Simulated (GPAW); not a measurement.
# Te2Mo (P6_3/mmc) in GPAW: notebook

The runs below take Te2Mo through band structure, with PBEsol+U.

All numbers are computed with GPAW 26.7.0; they aren't measurements. Logs are shortened: lines on timing, memory, paths and dates and some standing lists are left out, and cuts for length are marked. The log counts tension as positive stress, the text compression.

**Measured values to compare with.**

“Broadband infrared study of pressure-tunable Fano resonance and metallization transition in 2H-MoTe2”, 2022, pmc:9569381 quotes, for a bulk crystal of Te2Mo at 300 K: band gap 0.88 ± 0.05 eV (indirect).

The runs below are set against these values where they give the same quantity.

**1. The crystal as given**

Symmetry: P6_3/mmc, No. 194, hexagonal system. Conventional cell: a = 3.518 Å, b = 3.518 Å, c = 13.974 Å, α = 90.00°, β = 90.00°, γ = 120.00°. Te (site symmetry 3m) has 3 Mo at 2.72 Å as nearest neighbours. Mo (site symmetry -6m2) has 6 Te at 2.72 Å as nearest neighbours.

**2. Band structure, PBEsol+U**

File run.py:

```python
from ase import Atoms
from ase.dft.bandgap import bandgap
from ase.io import write
from ase.units import GPa
from gpaw import GPAW, PW, setup_paths

setup_paths.insert(0, '.')

atoms = Atoms(['Te', 'Te', 'Te', 'Te', 'Mo', 'Mo'],
              cell=[[3.5182, 0.0, 0.0],
                    [-1.7591, 3.0468505756, 0.0],
                    [0.0, 0.0, 13.9736]],
              scaled_positions=[[0.6666666667, 0.3333333333, 0.379],
                                [0.3333333333, 0.6666666667, 0.879],
                                [0.6666666667, 0.3333333333, 0.121],
                                [0.3333333333, 0.6666666667, 0.621],
                                [0.6666666667, 0.3333333333, 0.75],
                                [0.3333333333, 0.6666666667, 0.25]],
              pbc=True)

calc = GPAW(mode=PW(600),
            xc='PBEsol',
            kpts={'size': (6, 6, 2), 'gamma': True},
            occupations={'name': 'fermi-dirac', 'width': 0.05},
            setups={'Mo': ':d,6.0'},
            nbands=46,
            convergence={'density': 1e-05, 'energy': 1e-05},
            maxiter=150,
            txt='gpaw.txt')
atoms.calc = calc
energy = atoms.get_potential_energy()
forces = atoms.get_forces()
stress = atoms.get_stress()
calc.write('gs.gpw')
write('result.traj', atoms)
print(f'Energy: {energy:.6f} eV')
print('Forces (eV/A):')
print(forces.round(4))
print('Stress (GPa):', (stress / GPa).round(3))
print('Fermi level:', round(calc.get_fermi_level(), 4), 'eV')
print(f'Gap: {bandgap(calc)[0]:.4f} eV, direct: {bandgap(calc, direct=True)[0]:.4f} eV')

path = atoms.cell.bandpath('GMKGALHA,LM,KH', npoints=60, eps=1e-4)
bs_calc = calc.fixed_density(kpts=path, symmetry='off', nbands=73,
                             convergence={'bands': 'CBM+6.0', 'eigenstates': 1e-6}, txt='bands.txt')
bs = bs_calc.band_structure()
bs.write('bs.json')
print(f'Gap on the path: {bandgap(bs_calc)[0]:.4f} eV')
```

Potentials or basis: PAW data sets generated in the run's folder for this functional, pw.

On the command line:

```
> gpaw-setup -f PBEsol Mo Te
> OMP_NUM_THREADS=1 python run.py
```

gpaw.txt:

```text
__  _  _
 | _ |_)|_||  |
 |__||  | ||/\| - 26.7.0

Input parameters:
  mode=PW(ecut=600.0),
  convergence={'density': 1e-05, 'energy': 1e-05},
  kpts=MonkhorstPack(size=(6, 6, 2), gamma=True),
  maxiter=150,
  nbands=46,
  occupations=Occupations(name='fermi-dirac', width=0.05),
  setups={'Mo': ':d,6.0'},
  xc=XC(name='PBEsol')

Diagonalizing LCAO Hamiltonian
Converting LCAO to pw mode

        Te

           Mo

        Te

           Te

        Mo

           Te

Atoms  # Å, Bohr magnetons
|   | symbol |         x |        y |         z |    initial magnetic moments |
|---|--------|-----------|----------|-----------|-----------------------------|
| 0 |     Te |  1.759100 | 1.015617 |  5.295994 | ( 0.0000,  0.0000,  0.0000) |
| 1 |     Te | -0.000000 | 2.031234 | 12.282794 | ( 0.0000,  0.0000,  0.0000) |
| 2 |     Te |  1.759100 | 1.015617 |  1.690806 | ( 0.0000,  0.0000,  0.0000) |
| 3 |     Te | -0.000000 | 2.031234 |  8.677606 | ( 0.0000,  0.0000,  0.0000) |
| 4 |     Mo |  1.759100 | 1.015617 | 10.480200 | ( 0.0000,  0.0000,  0.0000) |
| 5 |     Mo | -0.000000 | 2.031234 |  3.493400 | ( 0.0000,  0.0000,  0.0000) |

Unit cell  # Å
| periodic |         x |        y |         z |   lengths |     angles |
|----------|-----------|----------|-----------|-----------|------------|
|      yes |  3.518200 | 0.000000 |  0.000000 |  3.518200 |  90.000000 |
|      yes | -1.759100 | 3.046851 |  0.000000 |  3.518200 |  90.000000 |
|      yes |  0.000000 | 0.000000 | 13.973600 | 13.973600 | 120.000000 |

Number of symmetries: 12
Symmetry operations  # r_c * U_cc + t_c -> r_c
|    | kind |            matrix            |
|----|------|------------------------------|
|  0 |  σ   |  1, 1, 0,  0,-1, 0,  0, 0, 1 |
|  1 |  S6  |  1, 1, 0, -1, 0, 0,  0, 0,-1 |
|  2 |  E   |  1, 0, 0,  0, 1, 0,  0, 0, 1 |
|  3 |  C2  |  1, 0, 0, -1,-1, 0,  0, 0,-1 |
|  4 |  C2  |  0, 1, 0,  1, 0, 0,  0, 0,-1 |
|  5 |  C3  |  0, 1, 0, -1,-1, 0,  0, 0, 1 |
|  6 |  S6  |  0,-1, 0,  1, 1, 0,  0, 0,-1 |
|  7 |  σ   |  0,-1, 0, -1, 0, 0,  0, 0, 1 |
|  8 |  σ   | -1, 0, 0,  1, 1, 0,  0, 0, 1 |
|  9 |  i   | -1, 0, 0,  0,-1, 0,  0, 0,-1 |
| 10 |  C3  | -1,-1, 0,  1, 0, 0,  0, 0, 1 |
| 11 |  C2  | -1,-1, 0,  0, 1, 0,  0, 0,-1 |

BZ-sampling:
  Number of BZ points: 72
  Number of IBZ points: 14

  Monkhorst-Pack size: [6, 6, 2]
  Monkhorst-Pack shift: [0.08333333333333333, 0.08333333333333333, 0.25]

K-points  # in reciprocal-cell coordinates
|     |                                coordinates |     weight |
|-----|--------------------------------------------|------------|
|   0 | (  0.00000000,   0.00000000,   0.00000000) | 0.01388889 |
|   1 | (  0.00000000,   0.00000000,   0.50000000) | 0.01388889 |
|   2 | (  0.16666667,   0.00000000,   0.00000000) | 0.08333333 |
|   3 | (  0.16666667,   0.00000000,   0.50000000) | 0.08333333 |
|   4 | (  0.33333333,  -0.16666667,   0.00000000) | 0.08333333 |
|   5 | (  0.33333333,  -0.16666667,   0.50000000) | 0.08333333 |
|   6 | (  0.33333333,   0.00000000,   0.00000000) | 0.08333333 |
|   7 | (  0.33333333,   0.00000000,   0.50000000) | 0.08333333 |
|   8 | (  0.33333333,   0.33333333,   0.00000000) | 0.02777778 |
|   9 | (  0.33333333,   0.33333333,   0.50000000) | 0.02777778 |
| ... |                                            |            |
|  13 | (  0.50000000,   0.50000000,   0.50000000) | 0.04166667 |

Plane wave coefficients: 5028
Cutoff: 600.0 eV

Spin-components: 1 (collinear spins)
Bands:           46
Projectors:      32
Spin-degeneracy: 2
Datatype:        complex128

Parallelization:
  kpt:    1
  domain: 1
  band:   1

Density:
  Valence electrons: 52.0
  Components: 1
  Grid points: [20 20 80]
  Charge: 0.0  # |e|

Potential:
  Grid points: [20 20 80]

species:
  Te:
    name:    Tellurium
    Z:       52.0
    valence: 6
    core:    46
    charge:  0.0  # [|e|]
    compensation charges:
      type: gauss
      rc: 0.36  # [Å]
      lmax: 2
    cutoffs:
      filter: 2.09  # [Å]
      core: 3.17  # [Å]
    projectors
    | kind |    occ | energy [eV] | rcut [Å] |
    |------|--------|-------------|----------|
    |   5s |  2.000 |     -15.132 |    1.180 |
    |   5p |  4.000 |      -5.970 |    1.196 |
    |    s |        |      12.080 |    1.180 |
    |    p |        |      21.241 |    1.196 |
    |    d |        |       0.000 |    1.238 |

    Using partial waves for Te as LCAO basis

  Mo:
    name:    Molybdenum
    Z:       42.0
    valence: 14
    core:    28
    charge:  0.0  # [|e|]
    Hubbard: {U: 6.0,  # eV
              l: 2,
              scale: True}
    compensation charges:
      type: gauss
      rc: 0.38  # [Å]
      lmax: 2
    cutoffs:
      filter: 2.16  # [Å]
      core: 1.42  # [Å]
    projectors
    | kind |    occ | energy [eV] | rcut [Å] |
    |------|--------|-------------|----------|
    |   4s |  2.000 |     -64.262 |    1.238 |
    |   5s |  1.000 |      -4.116 |    1.238 |
    |   4p |  6.000 |     -38.461 |    1.296 |
    |   5p |  0.000 |      -1.012 |    1.296 |
    |   4d |  5.000 |      -3.770 |    1.296 |
    |    d |        |      23.442 |    1.296 |

    Using partial waves for Mo as LCAO basis

Reference energy: -958997.056781  # eV

eigensolver:
  PPCG
  Converge bands: occupied
  niter=2

density mixing:
  MSR1-Mixer
  Pratt-step length: 0.05
  Maximum mixing coefficient: 0.75
  Old densities: 10
  SVD Regularization: 0.005
  Good broyden scale: 1.0
  Trust region scale: 1.0
  Backstep threshold: 4.0
  History deletion threshold: 6.0
  Fourier metric: weight=20.0, sigma=0.015

occupation numbers:
  Fermi-Dirac:
    width: 0.0500  # eV

poisson solver:
  ecut: 4800.0  # eV

xc functional:
  name: PBEsol with 2 nearest neighbor stencil

convergence criteria:
- Maximum integral of absolute [dens]ity change: 1e-05 electrons / valence electron
- Maximum [total energy] change in last 3 cyles: 1e-05 eV / valence electron
- Maximum integral of absolute [eigenst]ate change: 4e-08 eV^2 / valence electron
maximum number of iterations: 150

SCF iterations
|iter     | |      energy | eigst |  dens |
|---------|-|-------------|-------|-------|
|iter:   1| |  -26.750615 | +0.48 |       |
|iter:   2| |  -26.555659 | -1.44 | -1.09 |
|iter:   3| |  -25.837667 | -1.41 | -1.12 |
|iter:   4| |  -25.446873 | -1.72 | -1.35 |
|iter:   5| |  -25.392387 | -2.58 | -1.77 |
|iter:   6| |  -25.410921 | -3.32 | -2.14 |
|iter:   7| |  -25.394259 | -3.80 | -2.24 |
|iter:   8| |  -25.394414 | -5.04 | -2.91 |
|iter:   9| |  -25.394734c| -4.91 | -3.28 |
|iter:  10| |  -25.395135 | -5.00 | -3.62 |
|iter:  11| |  -25.396306 | -3.66 | -3.54 |
|iter:  12| |  -25.396909 | -4.22 | -3.30 |
|iter:  13| |  -25.397018 | -4.67 | -3.55 |
|iter:  14| |  -25.397785 | -3.45 | -3.80 |
|iter:  15| |  -25.397742 | -3.96 | -3.60 |
|iter:  16| |  -25.397912c| -4.09 | -3.97 |
|iter:  17| |  -25.397971c| -5.27 | -4.24 |
|iter:  18| |  -25.397972c| -6.62 | -5.09c|
|iter:  19| |  -25.397971c| -7.68c| -4.96 |
|iter:  20| |  -25.397970c| -7.20 | -5.43c|
|iter:  21| |  -25.397970c| -7.67c| -5.94c|

Converged in 21 steps
Energy contributions relative to reference atoms: (reference = -958997.056781)

Energy contributions:
  Kinetic:           7.582961
  Coulomb:         -15.401374
  Zero:             -0.230606
  External:          0.000000
  Xc:              -17.348836
  Entropy:          -0.000231
  Spinorbit:         0.000000
  ----------------------------
  Free energy:     -25.398086
  Extrapolated:    -25.397970

dipole moment: (-0.000100, -0.000173, -0.000794)  # |e|*Ang

Fermi level: 8.477
Eigenvalues  # (at kpt = [0.000, 0.000, 0.000])
| band index |      eig [eV] | occ [0-2] |
|------------|---------------|-----------|
|          0 |       -52.799 |     2.000 |
|        ... |               |           |
|         18 |         6.117 |     2.000 |
|         19 |         6.922 |     2.000 |
|         20 |         6.922 |     2.000 |
|         21 |         6.957 |     2.000 |
|         22 |         6.957 |     2.000 |
|         23 |         7.201 |     2.000 |
[... 8 lines left out ...]
|         32 |        11.347 |     0.000 |
|         33 |        11.347 |     0.000 |
|        ... |               |           |
|         45 |        18.995 |     0.000 |

Gap: 0.533 eV
Transition (v -> c):
  (s=0, k=0, n=25, [0.00, 0.00, 0.00]) -> (s=0, k=4, n=26, [0.33, -0.17, 0.00])
Direct/indirect transitions are different
Direct gap: 1.266 eV
Transition at: (s=0, k=8, n=25, [0.33, 0.33, 0.00])

Forces  # eV/Ang
|        x |        y |        z |
|----------|----------|----------|
| -0.00000 | -0.00000 | -0.12566 |  # Te   0
|  0.00000 | -0.00000 | -0.12566 |  # Te   1
| -0.00000 |  0.00000 |  0.12566 |  # Te   2
| -0.00000 |  0.00000 |  0.12566 |  # Te   3
|  0.00000 | -0.00000 | -0.00000 |  # Mo   4
| -0.00000 |  0.00000 |  0.00000 |  # Mo   5

Stress tensor  # eV/Ang^3
|         x |         y |        z |
|-----------|-----------|----------|
|  0.012331 | -0.000000 | 0.000000 |
| -0.000000 |  0.012331 | 0.000000 |
|  0.000000 |  0.000000 | 0.006391 |

# Writing to gs.gpw (mode='')
```

It took 3.4 min on 1 thread of Intel Xeon Platinum 8488C (Sapphire Rapids), shared host; peak memory 0.73 GiB.

What came out:

```yaml
Free_energy: -25.3981 eV
Pressure: -1.7 GPa
Largest_force: 0.126 eV/Å
Band_gap_on_the_k_mesh: 0.53 eV, indirect (least direct gap 1.27 eV)
Band_gap_along_the_path: 0.45 eV, indirect (least direct gap 1.27 eV)
```

Forces on the atoms (eV/Å):
```
Te   0.000  0.000 -0.126
Te   0.000  0.000 -0.126
Te   0.000  0.000  0.126
Te   0.000  0.000  0.126
Mo   0.000  0.000  0.000
Mo   0.000  0.000  0.000
```

Levels at the corners of the path, in eV from the valence-band top:
```
point  band 24  band 25  band 26  band 27  band 28  band 29
    Γ    -1.05    -0.58     0.00     2.63     2.63     2.77
    M    -1.11    -0.89    -0.60     0.90     0.96     1.39
    K    -2.08    -0.64    -0.41     0.86     1.04     1.04
    Γ    -1.05    -0.58     0.00     2.63     2.63     2.77
    A    -1.31    -0.13    -0.13     2.67     2.67     2.67
    L    -1.15    -0.74    -0.74     0.93     0.93     1.56
    H    -2.23    -0.55    -0.55     1.05     1.05     1.33
    A    -1.31    -0.13    -0.13     2.67     2.67     2.67
    L    -1.15    -0.74    -0.74     0.93     0.93     1.56
    M    -1.11    -0.89    -0.60     0.90     0.96     1.39
    K    -2.08    -0.64    -0.41     0.86     1.04     1.04
    H    -2.23    -0.55    -0.55     1.05     1.05     1.33
```

Caveat: spin-orbit coupling is left out, which moves the levels of the heavy elements; the mesh misses the band edges, which the band path finds closer together; this functional lacks dispersion, which binds the layers, so the pressure and a relaxed spacing across them are unreliable; the U is typed as a test and isn't derived for this compound.

[end of part 1 of 2]
